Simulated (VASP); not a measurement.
A run of VASP 6.6.1:

The input run.py:

```python
from ase.calculators.vasp import Vasp
from ase.dft.bandgap import bandgap
from ase.io import read

atoms = read('RbCl.cif')
calc = Vasp(
    directory='calc',
    xc='rpbe',
    pp='PBE',
    setups='recommended',
    prec='Accurate',
    encut=520,
    ediff=1e-06,
    ismear=0,
    sigma=0.1,
    lreal=False,
    lasph=True,
    nelm=100,
    algo='Normal',
    isif=2,
    lwave=False,
    lcharg=False,
    kpts=[7, 7, 7],
    gamma=True,
)
atoms.calc = calc

print('energy (eV):', atoms.get_potential_energy())
print('free energy (eV):', atoms.get_potential_energy(force_consistent=True))
print('forces (eV/A):')
print(atoms.get_forces())
print('stress (eV/A^3, Voigt):', atoms.get_stress())
print('Fermi level (eV):', calc.get_fermi_level())
gap, top, bottom = bandgap(calc)
print('band gap (eV):', gap, 'from (spin, k, band)', top, 'to', bottom)
```

File RbCl.cif:

```cif
data_RbCl
_cell_length_a 4.63013520
_cell_length_b 4.63013520
_cell_length_c 4.63013520
_cell_angle_alpha 60.00000000
_cell_angle_beta 60.00000000
_cell_angle_gamma 60.00000000
_space_group_name_H-M_alt 'P1'
_space_group_name_Hall 'P 1'
_space_group_IT_number 1
loop_
_space_group_symop_operation_xyz
'x,y,z'
loop_
_atom_site_label
_atom_site_type_symbol
_atom_site_symmetry_multiplicity
_atom_site_Wyckoff_symbol
_atom_site_fract_x
_atom_site_fract_y
_atom_site_fract_z
_atom_site_occupancy
Rb1 Rb 1 a 0.0000000000 0.0000000000 0.0000000000 1
Cl1 Cl 1 a 0.5000000000 0.5000000000 0.5000000000 1
```

Potentials or basis: VASP PAW PBE potentials, release 64 (Rb_sv, Cl).

Command:

```console
$ python run.py
```

Hardware: 1 thread of Intel(R) Xeon(R) Platinum 8375C CPU @ 2.90GHz (Ice Lake) (shared host).

Question: How long does it take, and how much memory?

Answer: It took 35 s on 1 thread of Intel(R) Xeon(R) Platinum 8375C CPU @ 2.90GHz (Ice Lake), on a shared host, peak memory 0.2 GiB. Counts: scf iterations 13, k points 20.
